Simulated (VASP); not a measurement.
# InAs, vacuum levels of a slab or layer: which settings are enough?

InAs, slab, 4 atoms in the cell. PBE; PAW potentials In_d, As (PBE set). VASP 6.6.1.

Wanted: face levels within 0.04 eV; energy within 2 meV/atom; forces within 0.02 eV/Å.

Crystal: InAs, F-43m; Face: (1 1 1); Atomic planes: 4; Dipole correction: yes.

Face levels: vacuum level at each face, counted from the Fermi level.

POSCAR of the starting run:
```
InAs
1.0
    4.3707212435      0.0000000000      0.0000000000
   -2.1853606218      3.7851556298      0.0000000000
    0.0000000000      0.0000000000     19.4608486889
In As
2 2
Direct
    0.4166666667      0.2083333333      0.4312334920
    0.0833333333      0.5416666667      0.6146108466
    0.7500000000      0.8750000000      0.3853891534
    0.4166666667      0.2083333333      0.5687665080
```

The series start from vacuum (Å): 15; correction: LDIPOL, IDIPOL 3, DIPOL, AMIN 0.01; k spacing (1/Å): 0.3; Cutoff ENCUT (eV): 310; SCF threshold EDIFF (eV): 1e-6; PREC: Accurate; ALGO: Normal. Each series keeps the choices made before it, and each single choice may use up half of a tolerance.

## Vacuum (Å)

| Vacuum (Å) | Face levels, largest deviation (eV) | Energy less reference (meV/atom) | Forces, largest deviation (eV/Å) | SCF iterations | Time (s) |
|---|---|---|---|---|---|
| 6 | 0.190 | 7.7 | 0.034 | 17 | 15 |
| 8 | 0.046 | 1.6 | 0.002 | 18 | 19 |
| 10 | 0.014 | 0.5 | 0.000 | 23 | 30 |
| 12 | 0.002 | 0.2 | 0.001 | 26 | 31 |
| 15 | 0.000 | 0.2 | 0.002 | 28 | 48 |
| 20 | 0.000 | 0.1 | 0.001 | 32 | 59 |
| 25 (reference) | 0.000 | 0.0 | 0.000 | 37 | 100 |

Chosen: 10, the loosest value from which every tighter one stays within half of the tolerance.

## Correction

| Correction | Face levels, largest deviation (eV) | Energy less reference (meV/atom) | Forces, largest deviation (eV/Å) | SCF iterations | Time (s) |
|---|---|---|---|---|---|
| LDIPOL, IDIPOL 3, DIPOL, AMIN 0.01 | 0.000 | 0.0 | 0.000 | 23 | 30 |
| LDIPOL, default AMIN | 0.000 | 0.0 | 0.000 | 21 | 26 |
| LDIPOL, no DIPOL | no result | no result | no result | 150 | 200 |
| IDIPOL 3 alone (energy only) | 0.854 | 6.7 | 0.025 | 21 | 32 |
| kernel truncation, coarsened | 0.081 | -0.4 | 0.001 | 21 | 40 |
| kernel truncation, full padding | 0.009 | -0.3 | 0.000 | 21 | 42 |

Chosen: LDIPOL, default AMIN; it saves 3.3 s of 30, so LDIPOL, IDIPOL 3, DIPOL, AMIN 0.01 would do nearly as well.

## k spacing (1/Å)

| k spacing (1/Å) | Face levels, largest deviation (eV) | Energy less reference (meV/atom) | Forces, largest deviation (eV/Å) | SCF iterations | Time (s) |
|---|---|---|---|---|---|
| 0.6 | 0.239 | 109.2 | 0.200 | 22 | 18 |
| 0.45 | 0.055 | 33.2 | 0.098 | 22 | 27 |
| 0.3 | 0.050 | 3.5 | 0.028 | 21 | 26 |
| 0.22 | 0.015 | 0.7 | 0.008 | 21 | 35 |
| 0.16 (reference) | 0.000 | 0.0 | 0.000 | 21 | 46 |

Chosen: 0.22.

## Cutoff ENCUT (eV)

| Cutoff ENCUT (eV) | Face levels, largest deviation (eV) | Energy less reference (meV/atom) | Forces, largest deviation (eV/Å) | SCF iterations | Time (s) |
|---|---|---|---|---|---|
| 190 | 0.004 | 114.2 | 0.014 | 20 | 17 |
| 240 | 0.001 | 1.7 | 0.002 | 21 | 23 |
| 280 | 0.002 | 0.7 | 0.002 | 21 | 25 |
| 310 | 0.000 | 0.6 | 0.001 | 21 | 35 |
| 360 | 0.001 | 0.8 | 0.001 | 21 | 41 |
| 430 (reference) | 0.000 | 0.0 | 0.000 | 21 | 50 |

Chosen: 280.

## SCF threshold EDIFF (eV)

| SCF threshold EDIFF (eV) | Face levels, largest deviation (eV) | Energy less reference (meV/atom) | Forces, largest deviation (eV/Å) | SCF iterations | Time (s) |
|---|---|---|---|---|---|
| 0.001 | 0.173 | 0.1 | 0.017 | 12 | 17 |
| 0.0001 | 0.032 | 0.0 | 0.002 | 16 | 20 |
| 1e-5 | 0.001 | 0.0 | 0.000 | 20 | 25 |
| 1e-6 | 0.001 | 0.0 | 0.000 | 21 | 25 |
| 1e-7 (reference) | 0.000 | 0.0 | 0.000 | 22 | 26 |

Chosen: 1e-5.

## PREC

| PREC | Face levels, largest deviation (eV) | Energy less reference (meV/atom) | Forces, largest deviation (eV/Å) | SCF iterations | Time (s) |
|---|---|---|---|---|---|
| Accurate | 0.000 | 0.0 | 0.000 | 20 | 25 |
| Normal | 0.005 | -0.2 | 0.003 | 20 | 16 |

Chosen: Normal, the fastest of those that stay within half of the tolerance.

## ALGO

| ALGO | Face levels, largest deviation (eV) | Energy less reference (meV/atom) | Forces, largest deviation (eV/Å) | SCF iterations | Time (s) |
|---|---|---|---|---|---|
| Normal | 0.000 | 0.0 | 0.000 | 20 | 16 |
| Fast | 0.001 | 0.0 | 0.001 | 19 | 15 |
| All | 0.010 | 0.0 | 0.007 | 22 | 20 |

Chosen: Normal; no other choice that stays within half of the tolerance saves 30 % of the time.

## All choices together

| Input | Face levels, largest deviation (eV) | Energy less reference (meV/atom) | Forces, largest deviation (eV/Å) | Time (s) |
|---|---|---|---|---|
| starting input without the dipole correction (naive) | 0.915 | 0.4 | 0.035 | 38 |
| chosen settings | 0.028 | 1.6 | 0.007 | 16 |
| reference settings throughout | 0.000 | 0.0 | 0.000 | 222 |

The tolerance is met.

Values of the reference run: Face levels: 3.199, 5.272 eV.

## The input

INCAR:
```
SYSTEM = InAs
PREC = Normal ; ENCUT = 280
EDIFF = 1E-5 ; ISMEAR = 0
SIGMA = 0.1 ; LREAL = .FALSE.
LASPH = .TRUE. ; ALGO = Normal
NELM = 150 ; LWAVE = .FALSE.
LCHARG = .FALSE. ; GGA = PE
KPAR = 4 ; LVHAR = .TRUE.
LVACPOTAV = .TRUE. ; LDIPOL = .TRUE.
IDIPOL = 3 ; DIPOL = 0.5 0.5 0.5
```

KPOINTS:
```
Automatic mesh
0
Gamma
  8 8 1
  0 0 0
```

POSCAR:
```
InAs
1.0
    4.3707212435      0.0000000000      0.0000000000
   -2.1853606218      3.7851556298      0.0000000000
    0.0000000000      0.0000000000     14.4608486889
In As
2 2
Direct
    0.4166666667      0.2083333333      0.4074567036
    0.0833333333      0.5416666667      0.6542388274
    0.7500000000      0.8750000000      0.3457611726
    0.4166666667      0.2083333333      0.5925432964
```

Commands:
```
cat potpaw_PBE.64/In_d/POTCAR potpaw_PBE.64/As/POTCAR > POTCAR
mpirun -np 4 vasp_std > vasp.out
```

Limits: The face is cut as in the bulk; no reconstruction is tried.

The chosen input took VASP 6.6.1 16 s on 4 cores (AMD EPYC 7R43 (Zen 3)), a shared host.
